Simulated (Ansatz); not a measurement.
System: In2GaAsP2 (zincblende [001] superlattice).

The cell holds 12 atoms: 4 In, 4 P, 2 Ga and 2 As. Cell: a = 4.105 Å, b = 4.098 Å, c = 17.447 Å, α = 90.0°, β = 90.0°, γ = 90.0°. It derives from InP. Regions: InP, 8 atoms (4 In and 4 P); GaAs, 4 atoms (2 Ga and 2 As). The structure's axis is c.

```xyz
12
Lattice="4.1051 0.0000 0.0000 0.0000 4.0980 0.0000 0.0000 0.0000 17.4471" Properties=species:S:1:pos:R:3 pbc="T T T"
In    0.0000    0.0000    0.7555
P     2.0525    0.0000    2.2430
In    2.0525    2.0490    3.7379
P     0.0000    2.0490    5.2260
In    0.0000    0.0000    6.7187
P     2.0525    0.0000    8.2070
In    2.0525    2.0490    9.6985
P     0.0000    2.0490   11.1982
Ga    0.0000    0.0000   12.4688
As    2.0525    0.0000   13.8464
Ga    2.0525    2.0490   15.2292
As    0.0000    2.0490   16.5946
```

The structure was relaxed with PBEsol. The runs that relaxed it are not among those shown.

Gaps computed with Ansatz 0.2.0 without a self-energy: PBEsol 0.36 eV, PBEsol+SOC 0.33 eV and HSE06 1.25 eV.

Q: What gap should G0W0 on PBEsol give (4×4×2 mesh, 1224 empty bands, screening to 150 eV, PAW set soft_1 files)?

About 0.95 eV: on its mesh the run moves the gap from 0.35 eV by +0.60 eV. Among the scalar-relativistic levels given, HSE06 is nearest (+0.30 eV). Spin-orbit coupling is not in that value; its −0.04 eV at the PBEsol level would bring it to about 0.91 eV. Bands and cutoff are finite, so the gap is not at the basis limit. The miss can reach some tenths of an eV and take either sign; the mesh is an error of its own. The 4×4×2 mesh is coarse for this cell (its supercell is 16 Å along the shortest edge). The RPA ε∞ on it, from the PBEsol start, is 38.84, 55.09 and 86.84; such meshes misread the long-range screening, most where the gap is narrow. The RPA ε∞ on this mesh reaches over 25; with a narrow direct gap a coarse mesh can overstate it, and the correction is then too small. The many-body steps are scalar-relativistic: spin-orbit coupling is not in them.

[Paths, hosts, dates, memory and timing lines, banners, echoed tables and standing remarks are left out of the program output.]

[Logs are printed without paths, hosts, clocks, repeated set-up lines and the standing remarks that a program may print on its own settings, such as how far it seeks lower states.]

[Runs of the session that timed out or met a known fault of the program may be left out.]

[Cells called generated may have been cut or substituted from an entry of the Crystallography Open Database or the Materials Project.]

[Hosts, paths, dates, database ids (printed as entryN), source tags and the programs' standing remarks are cut or masked in the printed files.]
